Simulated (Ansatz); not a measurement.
Work and stress of cleavage in SiC

Method: DFT PBE, scalar-relativistic, plane waves, PAW in Ansatz 0.2.0. The runs took a 420 eV cutoff, a Γ-centred 9×5×3 mesh and Gaussian smearing (0.05 eV). No spin polarisation. Energies are free energies at this smearing, counted from the undisturbed cell; pressure is positive in compression.

The undisturbed cell (relaxed at this level):

```
Si C
1.0
     1.54588   -2.67755    0.00000
     0.00000    0.00000   -5.07402
     9.27530    5.35510    0.00000
Si C
8 8
Direct
  0.50000 0.99544 0.83333
  0.00000 0.99544 0.08333
  0.50000 0.99544 0.33333
  0.00000 0.99544 0.58333
  0.00000 0.49544 0.91667
  0.50000 0.49544 0.16667
  0.00000 0.49544 0.41667
  0.50000 0.49544 0.66667
  0.50000 0.61956 0.83333
  0.00000 0.61956 0.08333
  0.50000 0.61956 0.33333
  0.00000 0.61956 0.58333
  0.00000 0.11956 0.91667
  0.50000 0.11956 0.16667
  0.00000 0.11956 0.41667
  0.50000 0.11956 0.66667
```

The cut lies on the cell's a–b face, a (1 0 0) plane (indices in the standard cell, whose axes needn't be the Cartesian ones shown) of area 15.69 Å², between layers 1.79 Å apart. Vector c is lengthened by d along the normal with the atoms' Cartesian places fixed: one unrelaxed cut a cell. The traction is positive where the two halves pull on each other.

| d (Å) | energy (J/m²) | traction (GPa) |
| --- | --- | --- |
| -0.30 | 2.00 | -164.6 |
| -0.15 | 0.40 | -58.7 |
| 0.00 | 0.00 | 0.0 |
| 0.25 | 0.62 | 41.4 |
| 0.50 | 1.81 | 50.3 |
| 0.75 | 3.03 | 46.4 |
| 1.00 | 4.08 | 37.0 |
| 1.50 | 5.35 | 14.8 |
| 2.00 | 5.80 | 5.0 |
| 3.00 | 6.01 | 0.7 |
| 4.50 | 6.05 | 0.1 |
| 6.00 | 6.05 | 0.0 |

Task: What are the work of separation and the cleavage stress, and do they fit the universal binding curve?

Result: The energy levels off near W ≈ 6.05 J/m² (the traction is down to 0.0 GPa), the energy of the two unrelaxed faces, 3.03 J/m² each on average. The largest sampled traction is 50.3 GPa at d = 0.50 Å, and a parabola through it and its two neighbours peaks at σ_max ≈ 50.5 GPa, d ≈ 0.55 Å. The curve E = W[1 − (1 + d/ℓ)exp(−d/ℓ)] peaks in traction at d = ℓ with σ_max = W/(eℓ); with 1 J/m² per Å = 10 GPa this W and σ_max give ℓ = 0.44 Å. A parabola through that curve at the same three d peaks at 0.49 Å, against 0.55 Å here, a fair fit. Real crystals break at far lower stress, because cracks concentrate it, and on the plane of lowest W, which needn't be this one.

The cut is rigid; relaxing the faces lowers these energies and usually the stresses.

Cost: 12 runs of about 3 core-minutes in all, on Intel Xeon 6975P-C (Granite Rapids) (shared hosts).